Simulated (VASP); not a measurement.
# In in VASP: work function with PBE

Aim: the work function of In with PBE.

All numbers are computed with VASP 6.6.1; they aren't measurements. Logs are shortened: lines on timing, memory, paths and dates and some standing lists are left out, and cuts for length are marked.

### 1 The cell of the first run

The cell holds a slab with vacuum, 8 atoms: a = 3.335 Å, b = 5.509 Å, c = 24.629 Å, α = 90.00°, β = 90.00°, γ = 90.00°.

The slab is cut from a database's or a generator's crystal, which needn't be the stable form of the element.

### 2 Work function, PBE (the (1 0 0) slab of In, cut from the database cell, not relaxed)

INCAR reads:

```
SYSTEM = In
PREC = Accurate
ENCUT = 520
EDIFF = 1E-6
ISMEAR = 0
SIGMA = 0.05
LREAL = .FALSE.
LASPH = .TRUE.
NELM = 80
ALGO = Fast
ISIF = 2
LWAVE = .FALSE.
LCHARG = .TRUE.
LDIPOL = .TRUE.
IDIPOL = 3
DIPOL = 0.5 0.5 0.500
GGA = PE
LELF = .TRUE.
LVHAR = .TRUE.
LVACPOTAV = .TRUE.
```

KPOINTS reads:

```
regular mesh
0
G
  8 5 1
  0 0 0
```

POSCAR reads:

```
In
1.0
    3.3354847820      0.0000000000      0.0000000000
    0.0000000000      5.5091429200      0.0000000000
    0.0000000000      0.0000000000     24.6287152031
In
8
Direct
    0.9999999950      0.7500000000      0.3045225842
    0.5000000050      0.2500000000      0.3436180681
    0.4999999950      0.7500000000      0.4218090335
    0.0000000050      0.2500000000      0.4609045173
    0.9999999950      0.7500000000      0.5390954827
    0.5000000050      0.2500000000      0.5781909665
    0.4999999949      0.7500000000      0.6563819319
    0.0000000049      0.2500000000      0.6954774158
```

Potentials or basis: VASP PAW PBE potentials, release 64 (In_d).

Started as:

```bash
> cat potpaw_PBE.64/In_d/POTCAR > POTCAR
> mpirun -np 1 vasp_std > vasp.out
```

OUTCAR:

```text
SYSTEM = In
   PREC = Accurate
   ENCUT = 520
   EDIFF = 1E-6
   ISMEAR = 0
   LREAL = .FALSE.
   LASPH = .TRUE.
   NELM = 80
   ISIF = 2
   GGA = PE

 ion  position               nearest neighbor table
   1  1.000  0.750  0.305-   3 3.34   3 3.34   2 3.36   2 3.36   2 3.36   2 3.36
   2  0.500  0.250  0.344-   4 3.34   4 3.34   1 3.36   1 3.36   3 3.36   3 3.36   1 3.36   1 3.36

   3  0.500  0.750  0.422-   5 3.34   5 3.34   1 3.34   1 3.34   4 3.36   4 3.36   2 3.36   2 3.36
                             4 3.36   4 3.36
   4  0.000  0.250  0.461-   2 3.34   6 3.34   2 3.34   6 3.34   3 3.36   3 3.36   5 3.36   5 3.36
                             3 3.36   3 3.36
   5  1.000  0.750  0.539-   7 3.34   3 3.34   3 3.34   7 3.34   6 3.36   6 3.36   4 3.36   4 3.36
                             6 3.36   6 3.36
   6  0.500  0.250  0.578-   4 3.34   4 3.34   8 3.34   8 3.34   5 3.36   5 3.36   7 3.36   7 3.36
                             5 3.36   5 3.36
   7  0.500  0.750  0.656-   5 3.34   5 3.34   8 3.36   8 3.36   6 3.36   6 3.36   8 3.36   8 3.36

   8  0.000  0.250  0.695-   6 3.34   6 3.34   7 3.36   7 3.36   7 3.36   7 3.36

  LATTYP: Found a simple orthorhombic cell.
 ALAT       =     3.3354847820
 B/A-ratio  =     1.6516768266
 C/A-ratio  =     7.3838487695

  Lattice vectors:

 A1 = (   3.3354847820,   0.0000000000,   0.0000000000)
 A2 = (   0.0000000000,   5.5091429200,   0.0000000000)
 A3 = (   0.0000000000,   0.0000000000,  24.6287152031)

Analysis of symmetry for initial positions (statically):
=====================================================================
 Subroutine PRICEL returns:
 Original cell was already a primitive cell.

 Routine SETGRP: Setting up the symmetry group for a
 simple orthorhombic supercell.

 Subroutine GETGRP returns: Found  8 space group operations
 (whereof  4 operations were pure point group operations)
 out of a pool of  8 trial point group operations.

The static configuration has the point symmetry C_2h.
 The point group associated with its full space group is D_2h.

Analysis of symmetry for dynamics (positions and initial velocities):
=====================================================================
 Subroutine PRICEL returns:
 Original cell was already a primitive cell.

 Routine SETGRP: Setting up the symmetry group for a
 simple orthorhombic supercell.

 Subroutine GETGRP returns: Found  8 space group operations
 (whereof  4 operations were pure point group operations)
 out of a pool of  8 trial point group operations.

The dynamic configuration has the point symmetry C_2h.
 The point group associated with its full space group is D_2h.

 Subroutine INISYM returns: Found  8 space group operations
 (whereof  4 operations are pure point group operations),
 and found     1 'primitive' translations

----------------------------------------------------------------------------------------

                                     Primitive cell

  volume of cell :     452.5690

  direct lattice vectors                    reciprocal lattice vectors
     3.335484782  0.000000000  0.000000000     0.299806495  0.000000000  0.000000000
     0.000000000  5.509142920  0.000000000     0.000000000  0.181516438  0.000000000
     0.000000000  0.000000000 24.628715203     0.000000000  0.000000000  0.040603011

  length of vectors
     3.335484782  5.509142920 24.628715203     0.299806495  0.181516438  0.040603011

  position of ions in fractional coordinates (direct lattice)
     0.999999995  0.750000000  0.304522584
     0.500000005  0.250000000  0.343618068
     0.499999995  0.750000000  0.421809033
     0.000000005  0.250000000  0.460904517
     0.999999995  0.750000000  0.539095483
     0.500000005  0.250000000  0.578190967
     0.499999995  0.750000000  0.656381932
     0.000000005  0.250000000  0.695477416

  ion indices of the primitive-cell ions
   primitive index   ion index
                 1           1
                 2           2
                 3           3
                 4           4
                 5           5
                 6           6
                 7           7
                 8           8

----------------------------------------------------------------------------------------

 KPOINTS: regular mesh

Automatic generation of k-mesh.
 Grid dimensions read from file:
 generate k-points for:    8    5    1

 Generating k-lattice:

  Cartesian coordinates                     Fractional coordinates (reciprocal lattice)
     0.037475812  0.000000000  0.000000000     0.125000000  0.000000000  0.000000000
     0.000000000  0.036303288  0.000000000     0.000000000  0.200000000  0.000000000
     0.000000000  0.000000000  0.040603011     0.000000000  0.000000000  1.000000000

  Length of vectors
     0.037475812  0.036303288  0.040603011

  Shift w.r.t. Gamma in fractional coordinates (k-lattice)
     0.000000000  0.000000000  0.000000000

 Subroutine IBZKPT returns following result:
 ===========================================

 Found     15 irreducible k-points:

 Following reciprocal coordinates:
            Coordinates               Weight
  0.000000  0.000000  0.000000      1.000000
  0.125000  0.000000  0.000000      2.000000
  0.250000  0.000000  0.000000      2.000000
  0.375000  0.000000  0.000000      2.000000
  0.500000  0.000000  0.000000      1.000000
  0.000000  0.200000  0.000000      2.000000
  0.125000  0.200000  0.000000      4.000000
  0.250000  0.200000  0.000000      4.000000
  0.375000  0.200000  0.000000      4.000000
  0.500000  0.200000  0.000000      2.000000
  0.000000  0.400000  0.000000      2.000000
  0.125000  0.400000  0.000000      4.000000
  0.250000  0.400000  0.000000      4.000000
  0.375000  0.400000  0.000000      4.000000
  0.500000  0.400000  0.000000      2.000000
   k-points           NKPTS =     15   k-points in BZ     NKDIM =     15   number of bands    NBANDS=     62
   number of dos      NEDOS =    301   number of ions     NIONS =      8
   total plane-waves  NPLWV = 225792
   dimension x,y,z NGX =    28 NGY =   42 NGZ =  192
   dimension x,y,z NGXF=    56 NGYF=   84 NGZF=  384
   ions per type =               8
   NGX,Y,Z   is equivalent  to a cutoff of  13.96, 12.67, 12.96 a.u.
   NGXF,Y,Z  is equivalent  to a cutoff of  27.91, 25.35, 25.92 a.u.
 SYSTEM =  In
   PREC   = accura    normal or accurate (medium, high low for compatibility)
   ISTART =      0    job   : 0-new  1-cont  2-samecut
   ICHARG =      2    charge: 1-file 2-atom 10-const
   ISPIN  =      1    spin polarized calculation?
   LNONCOLLINEAR =      F non collinear calculations
   LSORBIT =      F    spin-orbit coupling
   LASPH  =      T    aspherical Exc in radial PAW
   ENCUT  =  520.0 eV  38.22 Ry    6.18 a.u.   6.20 10.24 45.79*2*pi/ulx,y,z
   NELM   =     80;   NELMIN=  2; NELMDL= -5     # of ELM steps
   EDIFF  = 0.1E-05   stopping-criterion for ELM
   LREAL  =      F    real-space projection
   EDIFFG = 0.1E-04   stopping-criterion for IOM
   NSW    =      0    number of steps for IOM
   IBRION =     -1    ionic relax: 0-MD 1-quasi-New 2-CG
   NFREE  =      0    steps in history (QN), initial steepest desc. (CG)
   ISIF   =      2    stress and relaxation
   ISYM   =      2    0-nonsym 1-usesym 2-fastsym
   POTIM  = 0.5000    time-step for ionic-motion
   TEBEG  =    0.0;   TEEND  =   0.0 temperature during run
   PSTRESS=    0.0 pullay stress
   NELECT =     104.0000    total number of electrons
   NUPDOWN=      -1.0000    fix difference up-down
   EMIN   =  10.00;   EMAX   =-10.00  energy-range for DOS
   EFERMI =   0.00;   METHOD = LEGACY
   ISMEAR =     0;   SIGMA  =   0.05  broadening in eV -4-tet -1-fermi 0-gaus
   EFERMI_NEDOS =   21; number of points for ismear=-14 and -15
   IALGO  =     68    algorithm
   IMIX   =      4    mixing-type and parameters
     AMIX     =   0.40;   BMIX     =  1.00
     AMIX_MAG =   1.60;   BMIX_MAG =  1.00
  volume/ion in A,a.u.               =      56.57       381.76
  Fermi-wavevector in a.u.,A,eV,Ry     =   1.002746  1.894916 13.680657  1.005500
  Thomas-Fermi vector in A             =   2.135253
   LORBIT       =      0    0 simple, 1 ext, 2 COOP (PROOUT), +10 PAW based schemes
   GGA     = PE    functional components
   LHFCALC =     F    Hartree Fock is set to
   AEXX    =    0.0000 exact exchange contribution
   IVDW    =     0    specifies the selected vdW correction
   LEPSILON=     F    determine dielectric tensor
   LRPA    =     F    only Hartree local field effects (RPA)
 non-spin polarized calculation
 RMM-DIIS sequential band-by-band and
 Gauss-broadening in eV      SIGMA  =   0.05
  energy-cutoff  :      520.00
  volume of cell :      452.57
 maximum number of plane-waves:     12238
 NGX is ok and might be reduce to    28
   NGX = 13   NGY = 21   NGZ = 91

 dipolmoment           0.000000      0.000000     -0.000000 electrons x Angstroem

 number of electron     103.9999991 magnetization

 dipolmoment           0.000000      0.000000      0.000000 electrons x Angstroem

 Free energy of the ion-electron system (eV)
  ---------------------------------------------------
  ext. energy  EPLUGINS =         0.00000000
  ---------------------------------------------------
  free energy    TOTEN  =       -19.70089890 eV

  energy without entropy =      -19.69709888  energy(sigma->0) =      -19.69899889

 E-fermi :   1.5190     XC(G=0):  -5.4379

 val. band max:        1.4708069020   @ k =   0.3750   0.2000   0.0000
 cond. band min:       1.5336612395   @ k =   0.5000   0.2000   0.0000
 fundamental gap:      0.0628543375
 Fermi energy:         1.5189946272

 k-point     1 :       0.0000    0.0000    0.0000
  band No.  band energies     occupation
      1     -13.2920      2.00000
      2     -13.2526      2.00000
      3     -13.1888      2.00000
      4     -13.1737      2.00000
      5     -13.1716      2.00000
      6     -13.1437      2.00000
[... 964 lines left out ...]
     61       4.9830      0.00000
     62       5.1974      0.00000

------------------------ aborting loop because EDIFF is reached ----------------------------------------

  FORCE on cell =-STRESS in cart. coord.  units (eV):
  Direction    XX          YY          ZZ          XY          YZ          ZX
  --------------------------------------------------------------------------------------
  -------------------------------------------------------------------------------------
  Total       -0.5272105      2.2226373     -0.3283831      0.0000000      0.0000000      0.0000000
  in kB       -1.8664220      7.8685447     -1.1625364      0.0000000      0.0000000      0.0000000
  external PRESSURE =       1.6131954 kB  Pullay stress =       0.0000000 kB

 VOLUME and BASIS-vectors are now :
 -----------------------------------------------------------------------------
  energy-cutoff  :      520.00
  volume of cell :      452.57
      direct lattice vectors                 reciprocal lattice vectors
     3.335484782  0.000000000  0.000000000     0.299806495  0.000000000  0.000000000
     0.000000000  5.509142920  0.000000000     0.000000000  0.181516438  0.000000000
     0.000000000  0.000000000 24.628715203     0.000000000  0.000000000  0.040603011

 POSITION                                       TOTAL-FORCE (eV/Angst)
 -----------------------------------------------------------------------------------
      3.33548      4.13186      7.50000         0.000000      0.000000      0.035291
      1.66774      1.37729      8.46287         0.000000      0.000000     -0.035574
      1.66774      4.13186     10.38861         0.000000      0.000000      0.025530
      0.00000      1.37729     11.35149         0.000000      0.000000      0.042105
      3.33548      4.13186     13.27723         0.000000      0.000000     -0.042105
      1.66774      1.37729     14.24010         0.000000      0.000000     -0.025530
      1.66774      4.13186     16.16584         0.000000      0.000000      0.035574
      0.00000      1.37729     17.12872         0.000000      0.000000     -0.035291
 -----------------------------------------------------------------------------------
    total drift:                                0.000026      0.000012     -0.000007

  FREE ENERGIE OF THE ION-ELECTRON SYSTEM (eV)
  ---------------------------------------------------
  free  energy   TOTEN  =       -19.7008989039 eV

  energy  without entropy=      -19.6970988817  energy(sigma->0) =      -19.69899889

 vacuum level on the upper side and lower side of the slab         5.234         5.234
```

Run time: 8.7 min. Hardware: 1 thread of Intel Xeon Platinum 8488C (Sapphire Rapids), shared host; peak memory 0.66 GiB.

Results:

```yaml
Free_energy: -19.7009 eV
Largest_force: 0.042 eV/Å
Band_gap_on_the_k_mesh: none (metal or under the smearing width)
Work_function_of_the_upper_face: 3.71 eV
Work_function_of_the_lower_face: 3.71 eV
```

Forces on the atoms (eV/Å):
```
In   0.000  0.000  0.035
In   0.000  0.000 -0.036
In   0.000  0.000  0.026
In   0.000  0.000  0.042
In   0.000  0.000 -0.042
In   0.000  0.000 -0.026
In   0.000  0.000  0.036
In   0.000  0.000 -0.035
```

Levels at points of the mesh, in eV from the Fermi level:
```tsv
k point	band 50	band 51	band 52	band 53	band 54	band 55
(0.00, 0.00, 0.00)	-2.33	-1.15	-0.78	-0.51	0.18	1.12
(0.50, 0.00, 0.00)	-0.51	-0.16	-0.16	0.54	0.57	0.58
```
